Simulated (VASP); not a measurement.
Method: LDA (Ceperley-Alder, Perdew-Zunger), VASP's LDA PAW potentials (set 64) (plane waves; VASP). Each cell was relaxed at this level, without spin-orbit coupling.

Question: Which of these comes out without a gap?
A. AuZn, Pm-3m (221)
B. BaF2, Fm-3m (225)
C. SrCl2, Fm-3m (225)
D. BN, F-43m (216)

Answer: A, AuZn, Pm-3m (221). The others have gaps of 5.10 eV (SrCl2, Fm-3m (225)), 4.37 eV (BN, F-43m (216)), 6.60 eV (BaF2, Fm-3m (225)).
